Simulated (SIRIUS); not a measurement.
# Mn3Sn (Fm-3m) in SIRIUS: reference runs

Reference runs on Mn3Sn: the cell as given.

All numbers are computed with SIRIUS 7.10.0; they aren't measurements. Logs are shortened: lines on timing, memory, paths and dates and some standing lists are left out, and cuts for length are marked. The log counts tension as positive stress, the text compression.

### Step 1. The crystal as given

It takes space group Fm-3m (No. 225, cubic). Conventional cell: a = 6.121 Å, b = 6.121 Å, c = 6.121 Å, α = 90.00°, β = 90.00°, γ = 90.00°. Sn (site symmetry m-3m) is surrounded by 8 Mn at 2.65 Å. Around Mn (site symmetry m-3m) lie 8 Mn at 2.65 Å. Mn (site symmetry -43m) is surrounded by 4 Sn at 2.65 Å and 4 Mn at 2.65 Å.

Measurements of this composition are mostly on another form, of space group No. 194.

### Step 2. Single point, PBE, collinear spin, ferromagnetic start

Input file sirius.json:

```json
{
  "control": {
    "processing_unit": "cpu",
    "verbosity": 2,
    "num_bands_to_print": 41,
    "print_forces": true,
    "print_stress": true
  },
  "parameters": {
    "electronic_structure_method": "pseudopotential",
    "xc_functionals": ["XC_GGA_X_PBE", "XC_GGA_C_PBE"],
    "gk_cutoff": 9.8,
    "pw_cutoff": 19.6,
    "ngridk": [8, 8, 8],
    "shiftk": [0, 0, 0],
    "smearing": "fermi_dirac",
    "smearing_width": 0.0018374661,
    "num_bands": 41,
    "num_mag_dims": 1,
    "num_dft_iter": 100,
    "energy_tol": 1e-08,
    "density_tol": 1e-06
  },
  "iterative_solver": {
    "type": "davidson",
    "min_tolerance": 1e-09,
    "tolerance_scale": [0.1, 0.25]
  },
  "mixer": {
    "type": "anderson",
    "beta": 0.5,
    "max_history": 8
  },
  "settings": {
    "tol_ne": 1e-10,
    "pseudo_grid_cutoff": 6.5,
    "smooth_initial_mag": true
  },
  "unit_cell": {
    "lattice_vectors": [
      [0.0, 0.707106781187, 0.707106781187],
      [0.707106781187, 0.0, 0.707106781187],
      [0.707106781187, 0.707106781187, 0.0]
    ],
    "lattice_vectors_scale": 8.179103071,
    "atom_coordinate_units": "lattice",
    "atom_types": ["Sn", "Mn"],
    "atom_files": {
      "Sn": "Sn.json",
      "Mn": "Mn.json"
    },
    "atoms": {
      "Sn": [
        [0.0, 0.0, 0.0, 0.0, 0.0, 0.0]
      ],
      "Mn": [
        [0.5, 0.5, 0.5, 0.0, 0.0, 4.0],
        [0.25, 0.25, 0.25, 0.0, 0.0, 4.0],
        [0.75, 0.75, 0.75, 0.0, 0.0, 4.0]
      ]
    }
  }
}
```

Potentials or basis: PseudoDojo 0.4.1 PBE standard (scalar relativistic).

Started as:

```
$ upf_to_json Sn.upf
$ upf_to_json Mn.upf
$ OMP_NUM_THREADS=1 sirius.scf --input=sirius.json --output=out.json --task=0
```

Standard output:

```text
[info] SIRIUS version : 7.10.0
[info] number of MPI ranks           : 1
[info] MPI grid                      : 1 1
[info] maximum number of OMP threads : 1
[fft] FFT context for density and potential
[fft] =====================================
[fft]   comm size                             : 1
[fft]   plane wave cutoff                     : 19.6
[fft]   grid size                             : 54 54 54   total : 157464
[fft]   grid limits                           : -26 27   -26 27   -26 27
[fft]   number of G-vectors within the cutoff : 24615
[fft]   local number of G-vectors             : 24615
[fft]   number of G-shells                    : 1289
[fft] FFT context for coarse grid
[fft] =====================================
[fft]   comm size                             : 1
[fft]   plane wave cutoff                     : 19.6
[fft]   grid size                             : 54 54 54   total : 157464
[fft]   grid limits                           : -26 27   -26 27   -26 27
[fft]   number of G-vectors within the cutoff : 24615
[fft]   local number of G-vectors             : 24615
[fft]   number of G-shells                    : 1289
[unit cell] lattice vectors
[unit cell]   a1 :       0.0000000000      5.7834992455      5.7834992455
[unit cell]   a2 :       5.7834992455      0.0000000000      5.7834992455
[unit cell]   a3 :       5.7834992455      5.7834992455      0.0000000000
[unit cell] reciprocal lattice vectors
[unit cell]   b1 :      -0.5431992848      0.5431992848      0.5431992848
[unit cell]   b2 :       0.5431992848     -0.5431992848      0.5431992848
[unit cell]   b3 :       0.5431992848      0.5431992848     -0.5431992848
[unit cell] unit cell volume :       386.90295390 [a.u.^3]
[unit cell] 1/sqrt(omega)    :         0.05083923
[unit cell] MT volume        :         0.00000000 ( 0.00%)
[unit cell] IT volume        :       386.90295390 (100.00%)
[unit cell] number of atom types : 2
[unit cell] type id : 0 symbol : Sn mt_radius :  16.270000 num_atoms : 1
[unit cell] type id : 1 symbol : Mn mt_radius :  14.630000 num_atoms : 3
[unit cell] total number of atoms : 4
[unit cell] number of symmetry classes : 3
[unit cell] number of PAW atoms : 0
[unit cell] atom id  type id  class id             position                      vector_field
[unit cell] ------------------------------------------------------------------------------------------
[unit cell]      0        0        0      0.00000   0.00000   0.00000      0.00000   0.00000   0.00000
[unit cell]      1        1        1      0.50000   0.50000   0.50000      0.00000   0.00000   4.00000
[unit cell]      2        1        2      0.25000   0.25000   0.25000      0.00000   0.00000   4.00000
[unit cell]      3        1        2      0.75000   0.75000   0.75000      0.00000   0.00000   4.00000
[unit cell] atom id         position (Cartesian, a.u.)
[unit cell] ---------------------------------------------
[unit cell]      0       0.000000    0.000000    0.000000
[unit cell]      1       5.783499    5.783499    5.783499
[unit cell]      2       2.891750    2.891750    2.891750
[unit cell]      3       8.675249    8.675249    8.675249
[unit cell] class id : 0 atom id : 0
[unit cell] class id : 1 atom id : 1
[unit cell] class id : 2 atom id : 2 3
[unit cell] minimum bond length:     5.008657
[unit cell] total number of pseudo wave-functions: 39
[sym] space group number   : 225
[sym] international symbol : Fm-3m
[sym] Hall symbol          : -F 4 2 3
[sym] space group transformation matrix :
[sym]   0.0000  0.5000  0.5000
[sym]   0.5000  0.0000  0.5000
[sym]   0.5000  0.5000  0.0000
[sym] space group origin shift :
[sym]   0.0000  0.0000  0.0000
[sym] number of space group operations  : 48
[... 475 lines left out ...]
[diagonalize] ik:   28   -2.325878   -2.325878   -2.292460   -1.183018   -1.182594   -1.181901   -1.181901   -1.180810   -1.180796   -1.146011   -1.146011   -1.145802   -0.160996   -0.160996   -0.160463   -0.158171   -0.157749    0.321668    0.438397    0.438397    0.477659    0.505383    0.526770    0.526770    0.540488    0.546555    0.546555    0.562217    0.568773    0.596279    0.600258    0.608786    0.608786    0.619414    0.619414    0.634467    0.827500    0.858635    0.879841    0.879841    1.056220
[diagonalize]            -2.234023   -2.219536   -2.219536   -1.085722   -1.085131   -1.085131   -1.070182   -1.069028   -1.068552   -1.068552   -1.068091   -1.068073   -0.161531   -0.161531   -0.160996   -0.159672   -0.159257    0.326698    0.456373    0.456373    0.488746    0.568546    0.589388    0.589388    0.600628    0.632427    0.634052    0.634052    0.669529    0.681133    0.681133    0.686399    0.688795    0.708183    0.715630    0.715630    0.861553    0.903890    0.914766    0.914766    1.072217
[find] Charges and magnetic moments
[find] --------------------------------------------------------------------------------
[find] atom                moment                |moment|
[find] --------------------------------------------------------------------------------
[find]    0 [  0.00000,   0.00000,  -0.03331]    0.033309
[find]    1 [  0.00000,   0.00000,   1.42597]    1.425966
[find]    2 [  0.00000,   0.00000,   2.57224]    2.572244
[... 9 lines left out ...]
[find] <rho|V^{H}>                    :     186.95737844
[find] one-electron contribution      :    -147.99904419 (Ha),    -295.99808839 (Ry)
[find] hartree contribution           :      93.47868922
[find] xc contribution                :     -77.08651657
[find] ewald contribution             :    -273.91942124
[find] PAW contribution               :       0.00000000
[find] smearing (-TS)                 :      -0.00088770
[find] SCF correction                 :      -0.00000710
[find] Total energy                   :    -405.52629988 (Ha),    -811.05259976 (Ry)
[find] Free energy (E-TS)             :    -405.52718758 (Ha),    -811.05437516 (Ry)
[find] band gap (eV)                  :       0.00000000
[find] Efermi                         :       0.62433550
[find] iteration : 27, RMS : 4.114537079247e-07, energy difference : -5.433093974716e-10
[find] Hartree energy of density residual : 1.602284468485e-10
[find] bands are converged : true
[find] iterative solver converged : true
[find] converged after 28 SCF iterations!
[find] Charges and magnetic moments
[find] --------------------------------------------------------------------------------
[find] atom                moment                |moment|
[find] --------------------------------------------------------------------------------
[find]    0 [  0.00000,   0.00000,  -0.03331]    0.033309
[find]    1 [  0.00000,   0.00000,   1.42597]    1.425966
[find]    2 [  0.00000,   0.00000,   2.57224]    2.572244
[find]    3 [  0.00000,   0.00000,   2.58725]    2.587253
[find] total charge          : 59.000000
[find] total moment          : [  0.00000,   0.00000,   7.24663], magnitude : 7.246625
[find] Energy
[find] --------------------------------------------------------------------------------
[find] valence_eval_sum               :     -22.28384358
[find] <rho|V^{XC}>                   :     -60.83206494
[find] <rho|E^{XC}>                   :     -77.08651657
[find] <mag|B^{XC}>                   :      -0.41011288
[find] <rho|V^{H}>                    :     186.95737844
[find] one-electron contribution      :    -147.99904419 (Ha),    -295.99808839 (Ry)
[find] hartree contribution           :      93.47868922
[find] xc contribution                :     -77.08651657
[find] ewald contribution             :    -273.91942124
[find] PAW contribution               :       0.00000000
[find] smearing (-TS)                 :      -0.00088770
[find] SCF correction                 :      -0.00000710
[find] Total energy                   :    -405.52629988 (Ha),    -811.05259976 (Ry)
[find] Free energy (E-TS)             :    -405.52718758 (Ha),    -811.05437516 (Ry)
[find] band gap (eV)                  :       0.00000000
[find] Efermi                         :       0.62433550
[ground_state] === stress tensor components [kbar] ===
[ground_state] === stress_kin ===
[ground_state] -97435.119369   -0.000000    0.000000
[ground_state]    -0.000000-97435.119369    0.000000
[ground_state]     0.000000    0.000000-97435.119369
[ground_state] === stress_har ===
[ground_state] -23694.465672   -0.000000    0.000000
[ground_state]    -0.000000-23694.465672    0.000000
[ground_state]     0.000000    0.000000-23694.465672
[ground_state] === stress_ewald ===
[ground_state] 69431.593208    0.000000    0.000000
[ground_state]     0.00000069431.593208   -0.000000
[ground_state]     0.000000   -0.00000069431.593208
[ground_state] === stress_vloc ===
[ground_state]  9628.917127    0.000000   -0.000000
[ground_state]     0.000000 9628.917127   -0.000000
[ground_state]    -0.000000   -0.000000 9628.917127
[ground_state] === stress_xc ===
[ground_state] -11362.789648   -0.000000    0.000000
[ground_state]    -0.000000-11362.789648    0.000000
[ground_state]     0.000000    0.000000-11362.789648
[ground_state] === stress_core ===
[ground_state] 26086.856583    0.000000    0.000000
[ground_state]     0.00000026086.856583   -0.000000
[ground_state]     0.000000   -0.00000026086.856583
[ground_state] === stress_nonloc ===
[ground_state] 27325.523652    0.000000    0.000000
[ground_state]     0.00000027325.523652   -0.000000
[ground_state]     0.000000   -0.00000027325.523652
[ground_state] === stress_us_nl ===
[ground_state] 27325.523652    0.000000    0.000000
[ground_state]     0.00000027325.523652   -0.000000
[ground_state]     0.000000   -0.00000027325.523652
[ground_state] === stress_total ===
[ground_state]   -19.484119   -0.000000    0.000000
[ground_state]    -0.000000  -19.484119    0.000000
[ground_state]     0.000000    0.000000  -19.484119
[ground_state] ==== total Forces in Ha/bohr =====
[ground_state] atom:    0, force:       0.0000000      0.0000000      0.0000000
[ground_state] atom:    1, force:       0.0000000      0.0000000      0.0000000
[ground_state] atom:    2, force:       0.0000000     -0.0000000     -0.0000000
[ground_state] atom:    3, force:      -0.0000000     -0.0000000     -0.0000000
[ground_state] ==== ultrasoft contribution from Qij =====
[ground_state] atom:    0, force:       0.0000000      0.0000000      0.0000000
[ground_state] atom:    1, force:       0.0000000      0.0000000      0.0000000
[ground_state] atom:    2, force:       0.0000000      0.0000000      0.0000000
[ground_state] atom:    3, force:       0.0000000      0.0000000      0.0000000
[ground_state] ==== non-local contribution from Beta-projector =====
[ground_state] atom:    0, force:       0.0000000      0.0000000      0.0000000
[ground_state] atom:    1, force:       0.0000000      0.0000000      0.0000000
[ground_state] atom:    2, force:       0.0000000      0.0000000     -0.0000000
[ground_state] atom:    3, force:      -0.0000000     -0.0000000     -0.0000000
[ground_state] ==== contribution from local potential =====
[ground_state] atom:    0, force:       0.0000000      0.0000000      0.0000000
[ground_state] atom:    1, force:       0.0000000      0.0000000      0.0000000
[ground_state] atom:    2, force:      -0.0000000     -0.0000000     -0.0000000
[ground_state] atom:    3, force:       0.0000000      0.0000000      0.0000000
[ground_state] ==== contribution from core density =====
[ground_state] atom:    0, force:       0.0000000      0.0000000      0.0000000
[ground_state] atom:    1, force:       0.0000000      0.0000000      0.0000000
[ground_state] atom:    2, force:      -0.0000000     -0.0000000     -0.0000000
[ground_state] atom:    3, force:       0.0000000     -0.0000000     -0.0000000
[ground_state] ==== Ewald forces from ions =====
[ground_state] atom:    0, force:       0.0000000      0.0000000      0.0000000
[ground_state] atom:    1, force:       0.0000000      0.0000000      0.0000000
[ground_state] atom:    2, force:      -0.0000000     -0.0000000     -0.0000000
[ground_state] atom:    3, force:       0.0000000      0.0000000      0.0000000
[~DFT_ground_state] local op. applied: 266148
[~DFT_ground_state] evp. work count: 32220.9
[~DFT_ground_state] number of iterative solver steps: 10378
```

Run time: 27 min. Hardware: 1 thread of Arm Neoverse V2, shared host; peak memory 0.89 GiB.

What came out:

```yaml
Free_energy: -11034.9569 eV
Pressure: 1.9 GPa
Band_gap_on_the_k_mesh: none (metal or under the smearing width)
Net_moment: 7.25 μB per cell
Absolute_moment: 7.61 μB per cell
```
